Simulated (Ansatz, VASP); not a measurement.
**One calculation of WC (de600), two programs**

```xyz
2
Lattice="2.8849 0.0000 0.0000 -1.4425 2.4984 0.0000 0.0000 0.0000 2.8115" Properties=species:S:1:pos:R:3 pbc="T T T"
W     0.0000    0.0000    0.0000
C     1.4425    0.8328    1.4057
```

Alike in both runs: functional LDA; k mesh 15 × 15 × 12; occupations fermi-dirac, width 0.15 eV; no spin polarisation.

Ansatz relaxed the structure, and its values are those at the end. VASP's run is a single point on that final structure, the one shown.

|  | VASP | Ansatz |
| --- | --- | --- |
| version | VASP 6.6.1 | Ansatz 0.2.0 |
| potentials or method | VASP PAW LDA potentials, release 64 (W_sv, C) | scalar-relativistic, plane waves, PAW |
| plane-wave cutoff (eV) | 520 | 600 |
| valence electrons in the cell | 18 | 18 |

|  | VASP | Ansatz | Ansatz less VASP |
| --- | --- | --- | --- |
| gap on the k mesh at the Fermi level (eV) | none | none | - |
| pressure (GPa) | 2.6 | 0.0 | -2.58 |

A gap of «none» marks a metal or a gap that the smearing closes. Ansatz warned: «pseudo_functional_mismatch».

Spin-orbit coupling is left out, which matters for the levels of W.
